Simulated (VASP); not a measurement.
# Se (P3_121) in VASP: single point with PBE

Aim: the single point of Se with PBE.

All numbers are computed with VASP 6.6.1; they aren't measurements. Logs are shortened: lines on timing, memory, paths and dates and some standing lists are left out, and cuts for length are marked.

## (1) The crystal as given

Symmetry: P3_121, No. 152, trigonal system. The conventional cell has a = 4.483 Å, b = 4.483 Å, c = 5.067 Å, α = 90.00°, β = 90.00°, γ = 120.00°. Around Se (site symmetry 2) lie 2 Se at 2.41 Å.

## (2) Single point, PBE

The input, INCAR:

```
PREC = Accurate
ENCUT = 520
EDIFF = 1E-6
ISMEAR = 0
SIGMA = 0.05
LREAL = F
LASPH = T
NELM = 100
ALGO = Normal
ISIF = 2
LWAVE = F
LCHARG = F
GGA = PE
NBANDS = 16
```

The input, KPOINTS:

```
Automatic mesh
0
Gamma
  6 6 4
```

The input, POSCAR:

```
Se
1.0
    4.4832497843      0.0000000000      0.0000000000
   -2.2416248921      3.8826082047      0.0000000000
    0.0000000000      0.0000000000      5.0668551939
Se
3
Direct
    0.2206162181      0.0000000000      0.8333333333
    0.0000000000      0.2206162181      0.1666666667
    0.7793837819      0.7793837819      0.5000000000
```

Potentials or basis: VASP PAW PBE potentials, release 64 (Se).

Started as:

```console
> cat potpaw_PBE.64/Se/POTCAR > POTCAR
> mpirun -np 1 vasp_std > vasp.out
```

OUTCAR:

```text
PREC = Accurate
   ENCUT = 520
   EDIFF = 1E-6
   ISMEAR = 0
   LREAL = F
   LASPH = T
   NELM = 100
   ISIF = 2
   GGA = PE

 ion  position               nearest neighbor table
   1  0.221  0.000  0.833-   3 2.41   2 2.41
   2  0.000  0.221  0.167-   3 2.41   1 2.41
   3  0.779  0.779  0.500-   2 2.41   1 2.41

  LATTYP: Found a hexagonal cell.
 ALAT       =     4.4832497843
 C/A-ratio  =     1.1301746362

  Lattice vectors:

 A1 = (   4.4832497843,   0.0000000000,   0.0000000000)
 A2 = (  -2.2416248921,   3.8826082047,   0.0000000000)
 A3 = (   0.0000000000,   0.0000000000,   5.0668551939)

Analysis of symmetry for initial positions (statically):
=====================================================================
 Subroutine PRICEL returns:
 Original cell was already a primitive cell.

 Routine SETGRP: Setting up the symmetry group for a
 hexagonal supercell.

 Subroutine GETGRP returns: Found  6 space group operations
 (whereof  2 operations were pure point group operations)
 out of a pool of 24 trial point group operations.

The static configuration has the point symmetry C_2 .
 The point group associated with its full space group is D_3 .

Analysis of symmetry for dynamics (positions and initial velocities):
=====================================================================
 Subroutine PRICEL returns:
 Original cell was already a primitive cell.

 Routine SETGRP: Setting up the symmetry group for a
 hexagonal supercell.

 Subroutine GETGRP returns: Found  6 space group operations
 (whereof  2 operations were pure point group operations)
 out of a pool of 24 trial point group operations.

The dynamic configuration has the point symmetry C_2 .
 The point group associated with its full space group is D_3 .

 Subroutine INISYM returns: Found  6 space group operations
 (whereof  2 operations are pure point group operations),
 and found     1 'primitive' translations

----------------------------------------------------------------------------------------

                                     Primitive cell

  volume of cell :      88.1972

  direct lattice vectors                    reciprocal lattice vectors
     4.483249784  0.000000000  0.000000000     0.223052484  0.128779412  0.000000000
    -2.241624892  3.882608205  0.000000000     0.000000000  0.257558823  0.000000000
     0.000000000  0.000000000  5.066855194     0.000000000  0.000000000  0.197361077

  length of vectors
     4.483249784  4.483249784  5.066855194     0.257558823  0.257558823  0.197361077

  position of ions in fractional coordinates (direct lattice)
     0.220616218  0.000000000  0.833333333
     1.000000000  0.220616218  0.166666667
     0.779383782  0.779383782  0.500000000

  ion indices of the primitive-cell ions
   primitive index   ion index
                 1           1
                 2           2
                 3           3

----------------------------------------------------------------------------------------

 KPOINTS: Automatic mesh

Automatic generation of k-mesh.
 Grid dimensions read from file:
 generate k-points for:    6    6    4

 Generating k-lattice:

  Cartesian coordinates                     Fractional coordinates (reciprocal lattice)
     0.037175414  0.021463235  0.000000000     0.166666667 -0.000000000  0.000000000
     0.000000000  0.042926471  0.000000000     0.000000000  0.166666667  0.000000000
     0.000000000  0.000000000  0.049340269     0.000000000  0.000000000  0.250000000

  Length of vectors
     0.042926471  0.042926471  0.049340269

  Shift w.r.t. Gamma in fractional coordinates (k-lattice)
     0.000000000  0.000000000  0.000000000

 Subroutine IBZKPT returns following result:
 ===========================================

 Found     24 irreducible k-points:

 Following reciprocal coordinates:
            Coordinates               Weight
  0.000000  0.000000  0.000000      1.000000
  0.166667 -0.000000  0.000000      6.000000
  0.333333 -0.000000  0.000000      6.000000
  0.500000  0.000000  0.000000      3.000000
  0.166667  0.166667  0.000000      6.000000
  0.333333  0.166667  0.000000     12.000000
[... 16 lines left out ...]
  0.333333  0.166667  0.500000     12.000000
  0.333333  0.333333  0.500000      2.000000
   k-points           NKPTS =     24   k-points in BZ     NKDIM =     24   number of bands    NBANDS=     16
   number of dos      NEDOS =    301   number of ions     NIONS =      3
   total plane-waves  NPLWV =  51840
   dimension x,y,z NGX =    36 NGY =   36 NGZ =   40
   dimension x,y,z NGXF=    72 NGYF=   72 NGZF=   80
   ions per type =               3
   NGX,Y,Z   is equivalent  to a cutoff of  13.35, 13.35, 13.12 a.u.
   NGXF,Y,Z  is equivalent  to a cutoff of  26.70, 26.70, 26.25 a.u.
 SYSTEM =  unknown system
   PREC   = accura    normal or accurate (medium, high low for compatibility)
   ISTART =      0    job   : 0-new  1-cont  2-samecut
   ICHARG =      2    charge: 1-file 2-atom 10-const
   ISPIN  =      1    spin polarized calculation?
   LNONCOLLINEAR =      F non collinear calculations
   LSORBIT =      F    spin-orbit coupling
   LASPH  =      T    aspherical Exc in radial PAW
   ENCUT  =  520.0 eV  38.22 Ry    6.18 a.u.   8.34  8.34  9.42*2*pi/ulx,y,z
   NELM   =    100;   NELMIN=  2; NELMDL= -5     # of ELM steps
   EDIFF  = 0.1E-05   stopping-criterion for ELM
   LREAL  =      F    real-space projection
   EDIFFG = 0.1E-04   stopping-criterion for IOM
   NSW    =      0    number of steps for IOM
   IBRION =     -1    ionic relax: 0-MD 1-quasi-New 2-CG
   NFREE  =      0    steps in history (QN), initial steepest desc. (CG)
   ISIF   =      2    stress and relaxation
   ISYM   =      2    0-nonsym 1-usesym 2-fastsym
   POTIM  = 0.5000    time-step for ionic-motion
   TEBEG  =    0.0;   TEEND  =   0.0 temperature during run
   PSTRESS=    0.0 pullay stress
   NELECT =      18.0000    total number of electrons
   NUPDOWN=      -1.0000    fix difference up-down
   EMIN   =  10.00;   EMAX   =-10.00  energy-range for DOS
   EFERMI =   0.00;   METHOD = LEGACY
   ISMEAR =     0;   SIGMA  =   0.05  broadening in eV -4-tet -1-fermi 0-gaus
   EFERMI_NEDOS =   21; number of points for ismear=-14 and -15
   IALGO  =     38    algorithm
   IMIX   =      4    mixing-type and parameters
     AMIX     =   0.40;   BMIX     =  1.00
     AMIX_MAG =   1.60;   BMIX_MAG =  1.00
  volume/ion in A,a.u.               =      29.40       198.39
  Fermi-wavevector in a.u.,A,eV,Ry     =   0.963860  1.821431 12.640170  0.929026
  Thomas-Fermi vector in A             =   2.093442
   LORBIT       =      0    0 simple, 1 ext, 2 COOP (PROOUT), +10 PAW based schemes
   GGA     = PE    functional components
   LHFCALC =     F    Hartree Fock is set to
   AEXX    =    0.0000 exact exchange contribution
   IVDW    =     0    specifies the selected vdW correction
   LEPSILON=     F    determine dielectric tensor
   LRPA    =     F    only Hartree local field effects (RPA)
 non-spin polarized calculation
 Gauss-broadening in eV      SIGMA  =   0.05
  energy-cutoff  :      520.00
  volume of cell :       88.20
 maximum number of plane-waves:      2403
 NGX is ok and might be reduce to    36
   NGX = 17   NGY = 17   NGZ = 19

 number of electron      17.9999999 magnetization

 Free energy of the ion-electron system (eV)
  ---------------------------------------------------
  ext. energy  EPLUGINS =         0.00000000
  ---------------------------------------------------
  free energy    TOTEN  =       -10.50886585 eV

  energy without entropy =      -10.50886585  energy(sigma->0) =      -10.50886585

 E-fermi :   2.2171     XC(G=0):  -8.4956

 val. band max:        1.9389719262   @ k =   0.5000   0.0000   0.5000
 cond. band min:       2.8946746757   @ k =   0.3333   0.3333   0.5000
 fundamental gap:      0.9557027495
 Fermi energy:         2.2171019840

 k-point     1 :       0.0000    0.0000    0.0000
  band No.  band energies     occupation
      1     -13.4443      2.00000
      2      -9.6352      2.00000
      3      -9.6352      2.00000
      4      -1.7574      2.00000
      5      -1.7574      2.00000
      6      -1.4821      2.00000
[... 8 lines left out ...]
     15       8.5695      0.00000
     16      10.3819      0.00000

 k-point     2 :       0.1667   -0.0000    0.0000
  band No.  band energies     occupation
      1     -13.3582      2.00000
      2      -9.7156      2.00000
      3      -9.6294      2.00000
      4      -2.2664      2.00000
      5      -2.0026      2.00000
      6      -1.3593      2.00000
[... 8 lines left out ...]
     15       9.2233      0.00000
     16      10.3727      0.00000

 k-point     3 :       0.3333   -0.0000    0.0000
  band No.  band energies     occupation
      1     -13.1666      2.00000
      2      -9.9103      2.00000
      3      -9.6173      2.00000
      4      -2.7231      2.00000
      5      -2.3304      2.00000
      6      -1.3287      2.00000
[... 8 lines left out ...]
     15      10.4888      0.00000
     16      11.2858      0.00000

 k-point     4 :       0.5000    0.0000    0.0000
  band No.  band energies     occupation
      1     -13.0583      2.00000
      2     -10.0274      2.00000
      3      -9.6109      2.00000
      4      -2.8361      2.00000
      5      -2.4681      2.00000
      6      -1.1691      2.00000
[... 8 lines left out ...]
     15      11.5535      0.00000
     16      11.6181      0.00000

 k-point     5 :       0.1667    0.1667    0.0000
  band No.  band energies     occupation
      1     -13.2177      2.00000
      2      -9.8293      2.00000
      3      -9.6491      2.00000
      4      -2.5753      2.00000
      5      -2.3726      2.00000
      6      -1.2384      2.00000
[... 8 lines left out ...]
     15       9.8799      0.00000
     16      10.7446      0.00000

 k-point     6 :       0.3333    0.1667    0.0000
  band No.  band energies     occupation
      1     -13.0604      2.00000
      2      -9.9551      2.00000
      3      -9.6869      2.00000
      4      -2.7653      2.00000
      5      -2.5568      2.00000
      6      -1.0790      2.00000
[... 8 lines left out ...]
     15      10.8450      0.00000
     16      11.3268      0.00000

 k-point     7 :       0.3333    0.3333    0.0000
  band No.  band energies     occupation
      1     -13.0051      2.00000
      2      -9.8537      2.00000
      3      -9.8537      2.00000
      4      -2.6993      2.00000
      5      -2.6993      2.00000
      6      -0.6340      2.00000
[... 8 lines left out ...]
     15       9.7134      0.00000
     16      11.5080      0.00000

 k-point     8 :       0.0000    0.0000    0.2500
  band No.  band energies     occupation
      1     -13.1689      2.00000
      2     -11.1275      2.00000
      3      -8.2502      2.00000
      4      -2.3366      2.00000
      5      -1.4226      2.00000
      6      -1.3685      2.00000
[... 8 lines left out ...]
     15       9.1973      0.00000
     16       9.3173      0.00000

 k-point     9 :       0.1667   -0.0000    0.2500
  band No.  band energies     occupation
      1     -13.0874      2.00000
      2     -11.0937      2.00000
      3      -8.3975      2.00000
      4      -2.5197      2.00000
      5      -1.9225      2.00000
      6      -1.2005      2.00000
[... 8 lines left out ...]
     15       9.2375      0.00000
     16       9.5777      0.00000
[... 172 lines left out ...]
 k-point    19 :       0.1667   -0.0000    0.5000
  band No.  band energies     occupation
      1     -12.3130      2.00000
      2     -12.2890      2.00000
      3      -7.8244      2.00000
      4      -2.8805      2.00000
      5      -1.5618      2.00000
      6      -1.4918      2.00000
[... 8 lines left out ...]
     15       9.7955      0.00000
     16      10.2607      0.00000

 k-point    20 :       0.3333   -0.0000    0.5000
  band No.  band energies     occupation
      1     -12.1989      2.00000
      2     -12.1145      2.00000
      3      -8.2344      2.00000
      4      -3.2947      2.00000
      5      -2.0385      2.00000
      6      -1.8614      2.00000
[... 8 lines left out ...]
     15       9.9997      0.00000
     16      10.5829      0.00000

 k-point    21 :       0.5000    0.0000    0.5000
  band No.  band energies     occupation
      1     -12.1391      2.00000
      2     -12.0162      2.00000
      3      -8.4421      2.00000
      4      -3.5312      2.00000
      5      -2.2006      2.00000
      6      -2.0163      2.00000
[... 8 lines left out ...]
     15      10.7330      0.00000
     16      11.1022      0.00000

 k-point    22 :       0.1667    0.1667    0.5000
  band No.  band energies     occupation
      1     -12.2211      2.00000
      2     -12.1683      2.00000
      3      -8.1277      2.00000
      4      -3.1470      2.00000
      5      -1.9792      2.00000
      6      -1.8922      2.00000
[... 8 lines left out ...]
     15      10.0242      0.00000
     16      10.3994      0.00000

 k-point    23 :       0.3333    0.1667    0.5000
  band No.  band energies     occupation
      1     -12.1194      2.00000
      2     -12.0392      2.00000
      3      -8.4268      2.00000
      4      -3.4293      2.00000
      5      -2.3695      2.00000
      6      -2.2530      2.00000
[... 8 lines left out ...]
     15      10.2969      0.00000
     16      11.0842      0.00000

 k-point    24 :       0.3333    0.3333    0.5000
  band No.  band energies     occupation
      1     -12.0399      2.00000
      2     -12.0399      2.00000
      3      -8.5134      2.00000
      4      -3.4237      2.00000
      5      -2.5769      2.00000
      6      -2.5769      2.00000
[... 8 lines left out ...]
     15      10.5311      0.00000
     16      10.5311      0.00000

------------------------ aborting loop because EDIFF is reached ----------------------------------------

  FORCE on cell =-STRESS in cart. coord.  units (eV):
  Direction    XX          YY          ZZ          XY          YZ          ZX
  --------------------------------------------------------------------------------------
  -------------------------------------------------------------------------------------
  Total        0.0470272      0.0470272     -0.0300258      0.0000000      0.0000000     -0.0000000
  in kB        0.8542895      0.8542895     -0.5454444      0.0000000      0.0000000     -0.0000000
  external PRESSURE =       0.3877115 kB  Pullay stress =       0.0000000 kB

 VOLUME and BASIS-vectors are now :
 -----------------------------------------------------------------------------
  energy-cutoff  :      520.00
  volume of cell :       88.20
      direct lattice vectors                 reciprocal lattice vectors
     4.483249784  0.000000000  0.000000000     0.223052484  0.128779412  0.000000000
    -2.241624892  3.882608205  0.000000000     0.000000000  0.257558823  0.000000000
     0.000000000  0.000000000  5.066855194     0.000000000  0.000000000  0.197361077

 POSITION                                       TOTAL-FORCE (eV/Angst)
 -----------------------------------------------------------------------------------
      0.98908      0.00000      4.22238         0.013434      0.000000      0.000000
     -0.49454      0.85657      0.84448        -0.006717      0.011634     -0.000000
      1.74709      3.02604      2.53343        -0.006717     -0.011634     -0.000000
 -----------------------------------------------------------------------------------
    total drift:                                0.000000      0.000001     -0.000000

  FREE ENERGIE OF THE ION-ELECTRON SYSTEM (eV)
  ---------------------------------------------------
  free  energy   TOTEN  =       -10.5088658469 eV

  energy  without entropy=      -10.5088658469  energy(sigma->0) =      -10.50886585
```

Run time: 23 s. Hardware: 1 thread of Intel Xeon Platinum 8488C (Sapphire Rapids), shared host; peak memory 0.21 GiB.

Results:

```
Free energy            : -10.5089 eV
Pressure               : 0.0 GPa
Largest force          : 0.013 eV/Å
Band gap on the k mesh : 0.96 eV, indirect (least direct gap 1.16 eV)
```

Forces in eV/Å, atoms in the order of the input:
```
Se   0.013  0.000  0.000
Se  -0.007  0.012  0.000
Se  -0.007 -0.012  0.000
```

Stress tensor (GPa, compression positive):
```
 0.09  0.00  0.00
 0.00  0.09  0.00
 0.00  0.00 -0.05
```

Levels at points of the mesh, in eV from the valence-band top:
```tsv
k point	band 5	band 6	band 7	band 8	band 9	band 10	band 11	band 12	band 13	band 14
(0.00, 0.00, 0.00)	-3.70	-3.42	-1.83	-1.83	-0.31	1.88	1.88	2.28	5.95	6.63
(0.50, 0.00, 0.00)	-4.41	-3.11	-2.64	-1.68	-0.88	1.96	2.39	3.87	5.58	7.58
(0.00, 0.00, 0.50)	-3.19	-3.19	-1.32	-1.32	-0.99	1.30	1.36	1.36	6.45	7.49
(0.50, 0.00, 0.50)	-4.14	-3.96	-1.62	-1.17	0.00	1.51	2.67	2.90	6.32	7.91
```
